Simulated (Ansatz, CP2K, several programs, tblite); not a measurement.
Energy against volume for SnSe, h-MgO type, at fixed shape and fractional coordinates, computed by several methods (PBE and r2SCAN, where shown, with plane waves in Ansatz); the cell shown is that of r2SCAN. With free coordinates or axes held, a curve is too stiff, and on another method's shape its minimum isn't the method's own volume. Space group P6_3/mmc (No. 194), hexagonal; a = 5.064 Å, c = 6.073 Å in the conventional setting, 33.73 Å³ an atom. Around Sn lie 5 Se at 2.92–3.04 Å; around Se lie 5 Sn at 2.92–3.04 Å. The cell comes from a prototype generator: it can be a known phase or a hypothetical one. Spin polarisation is off. Energies count from each curve's lowest point; fits are third-order Birch-Murnaghan.

```
CELL_PARAMETERS angstrom
5.06446 0.00000 0.00000
-2.53223 4.38595 0.00000
0.00000 0.00000 6.07339
ATOMIC_POSITIONS crystal
Sn 0.33333 0.66667 0.25000
Sn 0.66667 0.33333 0.75000
Se 0.66667 0.33333 0.25000
Se 0.33333 0.66667 0.75000
```

**Question.** PBE, on the shape of its own relaxed cell, gives
```tsv
V (Å³/atom)	E (meV/atom)
32.416	16.08
33.451	3.83
34.485	0.00
35.520	3.39
36.555	12.97
```
What equilibrium volume and bulk modulus follow?

**Answer.** V₀ = 34.49 Å³ an atom and B₀ = 37 GPa.

PBE/SZV (CP2K), on the shape of the cell shown:
```
V (Å³/atom)  E (meV/atom)
     29.679        270.28
     31.703        126.20
     33.726         42.89
     35.750          4.65
     37.773          0.00
```
The lowest point is an end point, so the minimum isn't bracketed.

GFN1-xTB (tblite), on the shape of the cell shown, as a cluster of 32 atoms at the zone centre:
```
V (Å³/atom)  E (meV/atom)
     29.679          0.00
     31.703         81.24
     33.726        203.60
     35.750        351.00
     37.773        517.87
```
The lowest point is an end point, so the minimum isn't bracketed.

light PBE (260 eV, its own mesh), on the shape of the cell shown:
```
V (Å³/atom)  E (meV/atom)
     31.028         66.94
     32.377         26.32
     33.726         11.79
     35.075          1.40
     36.424          0.00
     37.773         13.41
```
The points scatter about a smooth fit, as a low cutoff and a light mesh can make them, so no fit is quoted.

**Question.** r2SCAN, on the shape of its own relaxed cell, gives
```
V (Å³/atom)  E (meV/atom)
     31.703         16.82
     32.714          3.94
     33.726          0.00
     34.738          3.73
     35.750         14.03
```
What equilibrium volume and bulk modulus follow?

**Answer.** V₀ = 33.71 Å³ an atom and B₀ = 40 GPa.
